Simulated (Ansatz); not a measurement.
Crystal: As, fcc type, 1 atom in the cell.

Level of theory: PBE, plane waves, PAW datasets (generated soft set 1) in Ansatz 0.2.0 development build.

Cutoff 420 eV; k-mesh 44×44×44 Γ-centred; Fermi–Dirac smearing of 0.0612 eV; no spin polarisation.

```tsv
V (Å³/atom)	a (Å)	E − E(min) (meV/atom)	P (GPa)
18.096	4.1676	21.19	5.92
18.481	4.1969	9.52	3.83
18.867	4.2259	2.62	1.95
19.252	4.2544	0.00	0.26
19.637	4.2826	1.23	-1.26
20.022	4.3104	5.93	-2.63
20.407	4.3379	13.76	-3.86
```

Task: Fit a third-order Birch–Murnaghan equation of state to the energies.

Result: V₀ = 19.315 Å³/atom (a₀ = 4.259 Å), B₀ = 79.0 GPa, B₀′ = 4.28.

The published all-electron PBE values for this crystal (mean of FLEUR and WIEN2k, k-spacing 0.06 Å⁻¹; Bosoni et al., Nat. Rev. Phys. 6, 45 (2024)) are V₀ = 19.318 Å³/atom, B₀ = 79.0 GPa, B₀′ = 4.33.

The stress includes the program's correction for the finite plane-wave basis.

This cubic structure is a model: it isn't the usual form of the substance at ambient conditions, and such phases are metastable or hypothetical.
